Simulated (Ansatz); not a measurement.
Trial inputs on PbO$_{2}$

The reference input for Ansatz (plane-wave DFT with PAW):

```yaml
crystal:
  lattice:
    - [0.0, 2.701992, 2.701992]
    - [2.701992, 0.0, 2.701992]
    - [2.701992, 2.701992, 0.0]
  atoms:
    - { symbol: Pb, position: [0.0, 0.0, 0.0] }
    - { symbol: O, position: [0.25, 0.25, 0.25] }
    - { symbol: O, position: [0.75, 0.75, 0.75] }
basis:
  ecutwfc: 420
kpoints:
  mp_grid: { grid: [6, 6, 6] }
hamiltonian:
  xc: pbe
scf:
  occupations: { method: gaussian, width: 0.1 }
output:
  forces: true
  stress: true
  eigenvalues: true
```

Command:

```bash
ansatz run input.yaml --threads 1 --pin off --max-ram 1331MiB --backend cpu --events-out ev --progress --plain --runs-dir out
```

The run converges in 6 SCF iterations on 16 irreducible k-points: pressure 0.03 GPa, no gap.

The inputs are trials, many of them unsound on purpose. Their numbers show the effect of the settings and aren't properties of the material. Each trial's input is given as a difference from the reference's; energies are extrapolated to zero smearing where there is one, and pressure is positive in compression. Charged cells sit in a uniform background, and their pressures hang on that convention.

Trial 1 (volume scaled):

```diff
 crystal:
   lattice:
-    - [0.0, 2.701992, 2.701992]
-    - [2.701992, 0.0, 2.701992]
-    - [2.701992, 2.701992, 0.0]
+    - [0.0, 2.9788753107, 2.9788753107]
+    - [2.9788753107, 0.0, 2.9788753107]
+    - [2.9788753107, 2.9788753107, 0.0]
 basis:
+  ecutrho_ratio: 12
 hamiltonian:
+  hubbard: { sites: [{ species: O, l: p, u_eff: 5.5 }] }
```

The run converges in 7 SCF iterations on 16 irreducible k-points: pressure -22.05 GPa, no gap. It warns that the count of filled bands differs between k-points. Under a U the state reached may not be the lowest.

Trial 2:

```diff
 crystal:
   atoms:
-    - { symbol: O, position: [0.25, 0.25, 0.25] }
+    - { symbol: O, position: [0.25, 0.25, 0.25], spin: -1.0 }
 basis:
-  ecutwfc: 420
+  ecutwfc: 370
 scf:
+  lower_state_search: "off"
 output:
+  populations: true
+magnetization:
+  spin_polarized: true
```

The run converges in 15 SCF iterations on 16 irreducible k-points: energy 26.8 meV per atom above the reference, pressure 0.08 GPa, no gap, cell moment 0.00 μB. It warns that the cutoff lies under the recommended one, 420 eV for these potentials; that the count of filled bands differs between k-points; that the starting moments were lost.

Trial 3:

```diff
 basis:
-  ecutwfc: 420
+  ecutwfc: 500
 hamiltonian:
-  xc: pbe
+  xc: r2scan
 scf:
-  occupations: { method: gaussian, width: 0.1 }
+  occupations: { method: fermi_dirac, width: 0.45 }
```

The run converges in 7 SCF iterations on 16 irreducible k-points: pressure -3.21 GPa, no gap.

Trial 4:

```diff
 kpoints:
-  mp_grid: { grid: [6, 6, 6] }
+  mp_grid: { kspacing: 0.94 }
```

The run converges in 6 SCF iterations on 4 irreducible k-points: energy 0.28 meV per atom below the reference, pressure 0.51 GPa, no gap.

Trial 5:

```diff
 hamiltonian:
-  xc: pbe
+  xc: pw92
```

The run converges in 7 SCF iterations on 16 irreducible k-points: pressure -10.39 GPa, no gap.

Trial 6:

```diff
+total_charge: 0.5
 kpoints:
-  mp_grid: { grid: [6, 6, 6] }
+  mp_grid: { grid: [2, 2, 2] }
```

The run converges in 7 SCF iterations on 3 irreducible k-points: pressure 5.59 GPa (with the neutralising background of the charged cell), no gap.

Trial 7:

```diff
 basis:
-  ecutwfc: 420
+  ecutrho_ratio: 4
 kpoints:
-  mp_grid: { grid: [6, 6, 6] }
+  mp_grid: { grid: [4, 4, 4] }
 scf:
-  occupations: { method: gaussian, width: 0.1 }
+  occupations: { method: cold, width: 0.25 }
+  n_extra_bands: 1
 output:
+  populations: true
```

The run converges in 6 SCF iterations on 8 irreducible k-points: energy 5.11 meV per atom below the reference, pressure -0.14 GPa, no gap.

Trial 8 (volume scaled):

```diff
 crystal:
   lattice:
-    - [0.0, 2.701992, 2.701992]
-    - [2.701992, 0.0, 2.701992]
-    - [2.701992, 2.701992, 0.0]
+    - [0.0, 2.458191528, 2.458191528]
+    - [2.458191528, 0.0, 2.458191528]
+    - [2.458191528, 2.458191528, 0.0]
 output:
-  eigenvalues: true
+  eigenvalues: false
```

The run converges in 6 SCF iterations on 16 irreducible k-points: energy 592 meV per atom above the reference, pressure 77.40 GPa.

Trial 9:

```diff
+total_charge: -1
 basis:
-  ecutwfc: 420
+  ecutwfc: 340
 hamiltonian:
+  hubbard:
+    sites: [{ species: O, l: p, u_eff: 2.0 }]
+    projectors: ortho-atomic
+  dispersion: d3bjatm
```

The run converges in 9 SCF iterations on 16 irreducible k-points: pressure 11.04 GPa (with the neutralising background of the charged cell), no gap. It warns that the cutoff lies under the recommended one, 420 eV for these potentials; that the count of filled bands differs between k-points.

Trial 10:

```diff
 crystal:
   atoms:
-    - { symbol: O, position: [0.75, 0.75, 0.75] }
+    - { symbol: O, position: [0.75, 0.75, 0.75], spin: 2.0 }
 basis:
-  ecutwfc: 420
+  ecutwfc: "27 Ry"
+  xc_grid: 3
 hamiltonian:
-  xc: pbe
+  xc: lda
 scf:
-  occupations: { method: gaussian, width: 0.1 }
+  occupations: { method: gaussian, width: 0.018 }
+  lower_state_search: "off"
 output:
+  populations: true
+magnetization:
+  spin_polarized: true
```

The run converges in 18 SCF iterations on 16 irreducible k-points: pressure -10.34 GPa, no gap, cell moment 0.00 μB. It warns that the cutoff lies under the recommended one, 420 eV for these potentials; that the count of filled bands differs between k-points; that the starting moments were lost.

Trial 11:

```diff
 basis:
+  ecutrho_ratio: 2
 hamiltonian:
-  xc: pbe
+  xc: lda
 scf:
+  max_iter: 60
```

The run converges in 6 SCF iterations on 16 irreducible k-points: pressure -9.65 GPa, no gap. It warns that the density cutoff lies under the recommended one.

Trial 12:

```diff
 basis:
-  ecutwfc: 420
+  ecutwfc: "35 Ry"
 hamiltonian:
+  dispersion: d4
+magnetization:
+  spin_polarized: true
+  initial_magnetization: 6.0
```

The run converges in 16 SCF iterations on 16 irreducible k-points: pressure -3.03 GPa, no gap, cell moment 0.00 μB. It warns that the count of filled bands differs between k-points; that the starting moments were lost.